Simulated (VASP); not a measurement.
Here is a VASP 6.6.1 calculation.

POSCAR

```
Al2Cu
1.0
   -3.0019525631      3.0019525631      2.4124142130
    3.0019525631     -3.0019525631      2.4124142130
    3.0019525631      3.0019525631     -2.4124142130
  Al              Cu
     4     2
Direct
     0.6590802958534299    0.1590802958534298    0.8181605917068666
     0.1590802958534298    0.3409197041465702    0.5000000000000000
     0.3409197041465702    0.8409197041465701    0.1818394082931333
     0.8409197041465701    0.6590802958534299    0.5000000000000000
     0.2500000000000000    0.2500000000000000    0.0000000000000000
     0.7500000000000000    0.7500000000000000    0.0000000000000000
```

The input INCAR.step1:

```
SYSTEM = Al2Cu
  PREC = Accurate
  ENCUT = 600
  EDIFF = 1E-8
  ISMEAR = 1
  SIGMA = 0.2
  LREAL = .FALSE.
  LASPH = .TRUE.
  NELM = 60
  ALGO = Normal
  ISIF = 3
  LWAVE = .FALSE.
  LCHARG = .FALSE.
  GGA = PS
  KPAR = 16
  IBRION = 2
  NSW = 40
  EDIFFG = -0.002
```

File INCAR.step2:

```
SYSTEM = Al2Cu
  PREC = Accurate
  ENCUT = 600
  EDIFF = 1E-8
  ISMEAR = 1
  SIGMA = 0.2
  LREAL = .FALSE.
  LASPH = .TRUE.
  NELM = 60
  ALGO = Normal
  ISIF = 3
  LWAVE = .FALSE.
  LCHARG = .FALSE.
  GGA = PS
  KPAR = 16
  IBRION = 6
  NFREE = 2
  POTIM = 0.015
  NSW = 1
```

KPOINTS

```
regular mesh
0
G
  14 14 14
  0 0 0
```

Potentials or basis: VASP PAW PBE potentials, release 64 (Al, Cu).

Launch:

```bash
$ cat potpaw_PBE.64/Al/POTCAR potpaw_PBE.64/Cu/POTCAR > POTCAR
$ cp INCAR.step1 INCAR
$ mpirun -np 16 vasp_std > vasp.out
$ cp CONTCAR POSCAR
$ cp INCAR.step2 INCAR
$ mpirun -np 16 vasp_std > vasp.out
```

Predict the Voigt bulk modulus.

108 GPa.

Predict the highest phonon frequency at Γ, LO-TO splitting left out.

324 cm⁻¹.

Phonon frequencies in cm⁻¹ (negative: imaginary):
| q point | frequencies |
| --- | --- |
| (0.000, 0.000, 0.000) | 0 0 0 144 144 149 149 189 192 216 250 260 260 282 286 297 297 324 |

Caveat: the PAW data sets were made with another functional, which shifts forces and pressure a little.
